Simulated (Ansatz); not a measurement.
A (111) slab of relaxed bulk Cu (Fm-3m, 11.96 Å³/atom, gap on the mesh 0.00 eV), 3 planes in a 3×3 cell with the lowest 1 held; added atoms sit on lattice sites of the next plane. A dipole correction is on. The surface energy is the mean of the held and the free face; step energies are per length and the mean of the stripe's two steps, which run along the shortest translation of the plane; step and island energies count from the flat slab and bulk atoms.

These are results of Ansatz 0.2.0, DFT PBE, scalar-relativistic, plane waves, PAW, not measurements.

Cutoff 420 eV, Gaussian smearing of 0.10 eV, energies at zero smearing, symmetry of each start kept, no spin polarisation.

```tsv
start	atoms	k mesh	surface energy (J/m²)	island energy (eV)
flat slab	27	6×6×1	1.37	-
island of 2 atoms	29	6×6×1	-	1.40
island of 4 atoms	31	6×6×1	-	2.01
```

Zero in every row: gap on the mesh (eV).

Small energy differences in metals hang on the k mesh (about 10 mJ/m² or 1 to 2 meV/atom on the mesh of the relaxation).

Cost: 3 runs of about 110 core-minutes in all, on AMD EPYC 7R13 Processor (Zen 3) (shared hosts).